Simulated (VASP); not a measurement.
# N (P2_13) in VASP: notebook

Aim: see how the results for N move with the level of theory and the settings. Levels: RPBE, r2SCAN. Tasks: single point, relaxation of cell and atoms.

Everything below comes from runs of VASP 6.6.1. Logs are shortened: lines on timing, memory, paths and dates and some standing lists are left out, and cuts for length are marked.

## 1. The crystal as given

Symmetry: P2_13, No. 198, cubic system. The conventional cell has a = 5.815 Å, b = 5.815 Å, c = 5.815 Å, α = 90.00°, β = 90.00°, γ = 90.00°. Around N (site symmetry 3) lie 1 N at 1.11 Å. N (site symmetry 3) has 1 N at 1.11 Å as nearest neighbours.

## 2. Single point, RPBE

Input file INCAR:

```
  PREC = Accurate
  ENCUT = 520
  EDIFF = 1E-6
  ISMEAR = 0
  SIGMA = 0.1
  LREAL = F
  LASPH = T
  NELM = 80
  ALGO = Normal
  ISIF = 2
  LWAVE = F
  LCHARG = T
  GGA = RP
  LELF = T
  LVHAR = T
```

Input file KPOINTS:

```
Automatic mesh
0
Gamma
  5 5 5
```

Input file POSCAR:

```
N
5.8151
    1.000000295782      0.000000000000      0.000000000000
    0.000000000000      1.000000295782      0.000000000000
    0.000000000000      0.000000000000      1.000000295782
N
8
Direct
    0.0458611400      0.4541388600      0.5458611400
    0.4541388600      0.5458611400      0.0458611400
    0.5458611400      0.0458611400      0.4541388600
    0.9541388600      0.9541388600      0.9541388600
    0.9360985600      0.5639014400      0.4360985600
    0.5639014400      0.4360985600      0.9360985600
    0.4360985600      0.9360985600      0.5639014400
    0.0639014400      0.0639014400      0.0639014400
```

Potentials or basis: VASP PAW PBE potentials, release 64 (N).

On the command line:

```sh
> cat potpaw_PBE.64/N/POTCAR > POTCAR
> mpirun -np 1 vasp_std > vasp.out
```

OUTCAR:

```text
PREC = Accurate
   ENCUT = 520
   EDIFF = 1E-6
   ISMEAR = 0
   LREAL = F
   LASPH = T
   NELM = 80
   ISIF = 2
   GGA = RP

 ion  position               nearest neighbor table
   1  0.046  0.454  0.546-   5 1.11
   2  0.454  0.546  0.046-   6 1.11
   3  0.546  0.046  0.454-   7 1.11
   4  0.954  0.954  0.954-   8 1.11
   5  0.936  0.564  0.436-   1 1.11
   6  0.564  0.436  0.936-   2 1.11
   7  0.436  0.936  0.564-   3 1.11
   8  0.064  0.064  0.064-   4 1.11

  LATTYP: Found a simple cubic cell.
 ALAT       =     5.8151017200

  Lattice vectors:

 A1 = (   5.8151017200,   0.0000000000,   0.0000000000)
 A2 = (   0.0000000000,   5.8151017200,   0.0000000000)
 A3 = (   0.0000000000,   0.0000000000,   5.8151017200)

Analysis of symmetry for initial positions (statically):
=====================================================================
 Subroutine PRICEL returns:
 Original cell was already a primitive cell.

 Routine SETGRP: Setting up the symmetry group for a
 simple cubic supercell.

 Subroutine GETGRP returns: Found 12 space group operations
 (whereof  3 operations were pure point group operations)
 out of a pool of 48 trial point group operations.

The static configuration has the point symmetry C_3 .
 The point group associated with its full space group is T   .

Analysis of symmetry for dynamics (positions and initial velocities):
=====================================================================
 Subroutine PRICEL returns:
 Original cell was already a primitive cell.

 Routine SETGRP: Setting up the symmetry group for a
 simple cubic supercell.

 Subroutine GETGRP returns: Found 12 space group operations
 (whereof  3 operations were pure point group operations)
 out of a pool of 48 trial point group operations.

The dynamic configuration has the point symmetry C_3 .
 The point group associated with its full space group is T   .

 Subroutine INISYM returns: Found 12 space group operations
 (whereof  3 operations are pure point group operations),
 and found     1 'primitive' translations

----------------------------------------------------------------------------------------

                                     Primitive cell

  volume of cell :     196.6400

  direct lattice vectors                    reciprocal lattice vectors
     5.815101720  0.000000000  0.000000000     0.171966037  0.000000000  0.000000000
[... 89 lines left out ...]
   NFREE  =      0    steps in history (QN), initial steepest desc. (CG)
   ISIF   =      2    stress and relaxation
   ISYM   =      2    0-nonsym 1-usesym 2-fastsym
   POTIM  = 0.5000    time-step for ionic-motion
   TEBEG  =    0.0;   TEEND  =   0.0 temperature during run
   PSTRESS=    0.0 pullay stress
   NELECT =      40.0000    total number of electrons
   NUPDOWN=      -1.0000    fix difference up-down
   EMIN   =  10.00;   EMAX   =-10.00  energy-range for DOS
   EFERMI =   0.00;   METHOD = LEGACY
   ISMEAR =     0;   SIGMA  =   0.10  broadening in eV -4-tet -1-fermi 0-gaus
   EFERMI_NEDOS =   21; number of points for ismear=-14 and -15
   IALGO  =     38    algorithm
   IMIX   =      4    mixing-type and parameters
     AMIX     =   0.40;   BMIX     =  1.00
     AMIX_MAG =   1.60;   BMIX_MAG =  1.00
  volume/ion in A,a.u.               =      24.58       165.87
  Fermi-wavevector in a.u.,A,eV,Ry     =   0.962803  1.819434 12.612464  0.926990
  Thomas-Fermi vector in A             =   2.092294
   LORBIT       =      0    0 simple, 1 ext, 2 COOP (PROOUT), +10 PAW based schemes
   GGA     = RP    functional components
   LHFCALC =     F    Hartree Fock is set to
   AEXX    =    0.0000 exact exchange contribution
   IVDW    =     0    specifies the selected vdW correction
   LEPSILON=     F    determine dielectric tensor
   LRPA    =     F    only Hartree local field effects (RPA)
 non-spin polarized calculation
 Gauss-broadening in eV      SIGMA  =   0.10
  energy-cutoff  :      520.00
  volume of cell :      196.64
 maximum number of plane-waves:      5325
 NGX is ok and might be reduce to    48
   NGX = 21   NGY = 21   NGZ = 21

 number of electron      40.0000000 magnetization

 Free energy of the ion-electron system (eV)
  ---------------------------------------------------
  ext. energy  EPLUGINS =         0.00000000
  ---------------------------------------------------
  free energy    TOTEN  =       -65.16763587 eV

  energy without entropy =      -65.16763587  energy(sigma->0) =      -65.16763587

 E-fermi :  -6.3103     XC(G=0):  -5.9383

 val. band max:       -6.7569918724   @ k =   0.4000   0.0000   0.0000
 cond. band min:       0.7219576961   @ k =   0.0000   0.0000   0.0000
 fundamental gap:      7.4789495685
 Fermi energy:        -6.3103313230

 k-point     1 :       0.0000    0.0000    0.0000
  band No.  band energies     occupation
      1     -25.0757      2.00000
      2     -25.0366      2.00000
      3     -25.0366      2.00000
      4     -25.0366      2.00000
      5     -10.3564      2.00000
      6     -10.3564      2.00000
[... 297 lines left out ...]
     24       1.2873      0.00000
     25       1.3824      0.00000

------------------------ aborting loop because EDIFF is reached ----------------------------------------

  FORCE on cell =-STRESS in cart. coord.  units (eV):
  Direction    XX          YY          ZZ          XY          YZ          ZX
  --------------------------------------------------------------------------------------
  -------------------------------------------------------------------------------------
  Total        3.1337602      3.1337602      3.1337602     -0.0000000      0.0000000      0.0000000
  in kB       25.5331501     25.5331501     25.5331501     -0.0000000      0.0000000      0.0000000
  external PRESSURE =      25.5331501 kB  Pullay stress =       0.0000000 kB

 VOLUME and BASIS-vectors are now :
 -----------------------------------------------------------------------------
  energy-cutoff  :      520.00
  volume of cell :      196.64
      direct lattice vectors                 reciprocal lattice vectors
     5.815101720  0.000000000  0.000000000     0.171966037  0.000000000  0.000000000
     0.000000000  5.815101720  0.000000000     0.000000000  0.171966037  0.000000000
     0.000000000  0.000000000  5.815101720     0.000000000  0.000000000  0.171966037

 POSITION                                       TOTAL-FORCE (eV/Angst)
 -----------------------------------------------------------------------------------
      0.26669      2.64086      3.17424         0.999055     -0.999055      0.999055
      2.64086      3.17424      0.26669        -0.999055      0.999055      0.999055
      3.17424      0.26669      2.64086         0.999055      0.999055     -0.999055
      5.54841      5.54841      5.54841        -0.999055     -0.999055     -0.999055
      5.44351      3.27914      2.53596        -0.984621      0.984621     -0.984621
      3.27914      2.53596      5.44351         0.984621     -0.984621     -0.984621
      2.53596      5.44351      3.27914        -0.984621     -0.984621      0.984621
      0.37159      0.37159      0.37159         0.984621      0.984621      0.984621
 -----------------------------------------------------------------------------------
    total drift:                               -0.000000     -0.000000      0.000000

  FREE ENERGIE OF THE ION-ELECTRON SYSTEM (eV)
  ---------------------------------------------------
  free  energy   TOTEN  =       -65.1676358728 eV

  energy  without entropy=      -65.1676358727  energy(sigma->0) =      -65.16763587
```

It took 27 s on 1 thread of Intel Xeon 6975P-C (Granite Rapids), shared host; peak memory 0.31 GiB.

What came out:

| Property | Result |
| --- | --- |
| Free energy | -65.1676 eV |
| Pressure | 2.6 GPa |
| Largest force | 1.730 eV/Å |
| Band gap on the k mesh | 7.48 eV, indirect (least direct gap 7.49 eV) |

Forces on the atoms (eV/Å):
```
N    0.999 -0.999  0.999
N   -0.999  0.999  0.999
N    0.999  0.999 -0.999
N   -0.999 -0.999 -0.999
N   -0.985  0.985 -0.985
N    0.985 -0.985 -0.985
N   -0.985 -0.985  0.985
N    0.985  0.985  0.985
```

Levels at points of the mesh, in eV from the valence-band top:
```csv
k point,band 17,band 18,band 19,band 20,band 21,band 22,band 23,band 24
"(0.00, 0.00, 0.00)",-0.72,-0.02,-0.02,-0.02,7.48,7.48,7.48,8.21
```

Caveat: the standard files for N, O and F lose accuracy on very short bonds; the PAW data sets were made with another functional, which shifts forces and pressure a little; an odd mesh through Γ misses points on the zone boundary, where band edges often lie. Expect the measured gap to be larger: semilocal functionals such as RPBE lack the derivative discontinuity.

## 3. Single point, RPBE

Input file run.py:

```python
from ase.calculators.vasp import Vasp
from ase.dft.bandgap import bandgap
from ase.io import read

atoms = read('N.cif', primitive_cell=True, subtrans_included=False)
calc = Vasp(
    directory='calc',
    xc='rpbe',
    pp='PBE',
    setups='materialsproject',
    prec='Accurate',
    encut=520,
    ediff=1e-07,
    ismear=0,
    sigma=0.1,
    lreal=False,
    lasph=True,
    nelm=80,
    algo='Fast',
    isif=2,
    lwave=False,
    lcharg=True,
    lelf=True,
    lvhar=True,
    kpts=[5, 5, 5],
    gamma=True,
    nbands=30,
)
atoms.calc = calc

print('energy (eV):', atoms.get_potential_energy())
print('free energy (eV):', atoms.get_potential_energy(force_consistent=True))
print('forces (eV/A):')
print(atoms.get_forces())
print('stress (eV/A^3, Voigt):', atoms.get_stress())
print('Fermi level (eV):', calc.get_fermi_level())
gap, top, bottom = bandgap(calc)
print('band gap (eV):', gap, 'from (spin, k, band)', top, 'to', bottom)
```

Input file N.cif:

```cif
data_N
_cell_length_a 5.81510172
_cell_length_b 5.81510172
_cell_length_c 5.81510172
_cell_angle_alpha 90.00000000
_cell_angle_beta 90.00000000
_cell_angle_gamma 90.00000000
_space_group_name_H-M_alt 'P2_13'
_space_group_name_Hall 'P 2ac 2ab 3'
_space_group_IT_number 198
loop_
_space_group_symop_operation_xyz
'x,y,z'
'-x+1/2,-y,z+1/2'
'x+1/2,-y+1/2,-z'
'-x,y+1/2,-z+1/2'
'z,x,y'
'z+1/2,-x+1/2,-y'
'-z,x+1/2,-y+1/2'
'-z+1/2,-x,y+1/2'
'y,z,x'
'-y,z+1/2,-x+1/2'
'-y+1/2,-z,x+1/2'
'y+1/2,-z+1/2,-x'
loop_
_atom_site_label
_atom_site_type_symbol
_atom_site_symmetry_multiplicity
_atom_site_Wyckoff_symbol
_atom_site_fract_x
_atom_site_fract_y
_atom_site_fract_z
_atom_site_occupancy
N1 N 4 a 0.0458611400 0.4541388600 0.5458611400 1
N2 N 4 a 0.9360985600 0.5639014400 0.4360985600 1
```

Potentials or basis: VASP PAW PBE potentials, release 64 (N).

On the command line:

```sh
> python run.py
```

Run time: 46 s. Hardware: 1 thread of Intel Xeon 6975P-C (Granite Rapids), shared host; peak memory 0.32 GiB.

It converged, with:

| Property | Result |
| --- | --- |
| Free energy | -65.1676 eV |
| Pressure | 2.6 GPa |
| Largest force | 1.729 eV/Å |
| Band gap on the k mesh | 7.48 eV, indirect (least direct gap 7.49 eV) |

Forces on the atoms (eV/Å):
```
N    0.998 -0.998  0.998
N   -0.998  0.998  0.998
N    0.998  0.998 -0.998
N   -0.998 -0.998 -0.998
N   -0.984  0.984 -0.984
N    0.984 -0.984 -0.984
N   -0.984 -0.984  0.984
N    0.984  0.984  0.984
```

Levels at points of the mesh, in eV from the valence-band top:
| k point | band 18 | band 19 | band 20 | band 21 | band 22 | band 23 |
| --- | --- | --- | --- | --- | --- | --- |
| (0.00, 0.00, 0.00) | -0.02 | -0.02 | -0.02 | 7.48 | 7.48 | 7.48 |

Caveat: the standard files for N, O and F lose accuracy on very short bonds; the PAW data sets were made with another functional, which shifts forces and pressure a little; an odd mesh through Γ misses points on the zone boundary, where band edges often lie. Expect the measured gap to be larger: semilocal functionals such as RPBE lack the derivative discontinuity.

## 4. Relaxation of cell and atoms, r2SCAN

Input file INCAR:

```
SYSTEM = N
PREC = Accurate ; ENCUT = 600
EDIFF = 1E-6 ; ISMEAR = 0
SIGMA = 0.02 ; LREAL = .FALSE.
LASPH = .TRUE. ; NELM = 100
ALGO = Normal ; ISIF = 3
LWAVE = .FALSE. ; LCHARG = .FALSE.
METAGGA = R2SCAN ; LMIXTAU = .TRUE.
IBRION = 2 ; NSW = 40
EDIFFG = -0.01 ; KPAR = 4
```

Input file KPOINTS:

```
regular mesh
0
G
  4 4 4
  0 0 0
```

POSCAR: that of step 2 with these lines changed.

```diff
@@ -1,6 +1,6 @@
 N
-5.8151
-    1.000000295782      0.000000000000      0.000000000000
-    0.000000000000      1.000000295782      0.000000000000
-    0.000000000000      0.000000000000      1.000000295782
+1.0
+    5.8151017200      0.0000000000      0.0000000000
+    0.0000000000      5.8151017200      0.0000000000
+    0.0000000000      0.0000000000      5.8151017200
 N
```

On the command line:

```sh
> cat potpaw_PBE.64/N/POTCAR > POTCAR
> mpirun -np 4 vasp_std > vasp.out
```

Run time: 22 min. Hardware: 4 MPI ranks of Intel Xeon Platinum 8259CL at 2.50GHz (Skylake/Cascade Lake), shared host; peak memory 0.38 GiB.

Results (log left out):

| Item | Value |
| --- | --- |
| Free energy | -73.0308 eV |
| Relaxed volume | 22.61 Å³/atom |
| Relaxed cell | a = 5.656 Å, b = 5.656 Å, c = 5.656 Å, α = 90.00°, β = 90.00°, γ = 90.00° |
| Space group after relaxing (to 0.05 Å) | P2_13 (No. 198) |
| Energy gained by relaxing | 1.2 meV/atom |
| Ionic steps | 20 |
| Pressure after relaxing | 0.0 GPa |
| Largest force after relaxing | 0.010 eV/Å |
| Band gap on the k mesh | 8.00 eV, indirect (least direct gap 8.02 eV) |

Forces in eV/Å, atoms in the order of the input:
```
N    0.005 -0.005  0.005
N   -0.005  0.005  0.005
N    0.005  0.005 -0.005
N   -0.005 -0.005 -0.005
N    0.006 -0.006  0.006
N   -0.006  0.006  0.006
N    0.006  0.006 -0.006
N   -0.006 -0.006 -0.006
```

The path:
```tsv
step	energy change (eV)	largest force (eV/Å)	pressure (GPa)	volume (Å³)
1	0.0000	0.0756	-0.07	196.64
2	0.0094	0.8787	-1.19	196.34
3	-0.0001	0.0196	-0.16	196.61
4	-0.0007	0.0150	-0.15	195.93
5	-0.0025	0.0169	-0.12	193.89
6	-0.0056	0.0592	-0.04	189.85
7	-0.0088	0.1767	0.19	181.95
8	-0.0090	0.1357	0.14	181.77
9	-0.0093	0.0136	-0.01	181.23
10	-0.0093	0.0316	-0.04	181.12
11	-0.0093	0.0369	-0.04	181.09
12	-0.0093	0.0244	-0.03	181.09
13	-0.0093	0.0132	0.00	181.08
14	-0.0093	0.0133	-0.01	181.08
15	-0.0093	0.0136	-0.01	181.08
16	-0.0093	0.0129	-0.01	181.07
17	-0.0093	0.0131	-0.01	181.06
18	-0.0093	0.0121	-0.01	181.04
19	-0.0094	0.0111	-0.01	180.99
20	-0.0095	0.0098	-0.01	180.90
```

Final structure:
```
N
1.0
     5.65556    0.00000    0.00000
     0.00000    5.65556    0.00000
     0.00000    0.00000    5.65556
N
8
Cartesian
  0.2757 2.5521 3.1035
  2.5521 3.1035 0.2757
  3.1035 0.2757 2.5521
  5.3799 5.3799 5.3799
  5.2929 3.1905 2.4651
  3.1905 2.4651 5.2929
  2.4651 5.2929 3.1905
  0.3627 0.3627 0.3627
```

Levels at points of the mesh, in eV from the valence-band top:
| k point | band 17 | band 18 | band 19 | band 20 | band 21 | band 22 | band 23 | band 24 |
| --- | --- | --- | --- | --- | --- | --- | --- | --- |
| (0.00, 0.00, 0.00) | -0.85 | -0.02 | -0.02 | -0.02 | 8.00 | 8.00 | 8.00 | 8.86 |
| (0.50, 0.00, 0.00) | -0.28 | -0.28 | 0.00 | 0.00 | 8.25 | 8.25 | 8.61 | 8.61 |
| (0.50, 0.50, 0.00) | -0.17 | -0.17 | -0.13 | -0.13 | 8.60 | 8.60 | 8.63 | 8.63 |
| (0.50, 0.50, 0.50) | -0.22 | -0.22 | -0.22 | -0.22 | 8.62 | 8.62 | 8.62 | 8.62 |

Caveat: the standard files for N, O and F lose accuracy on very short bonds; the PAW data sets were made with another functional, which shifts forces and pressure a little.
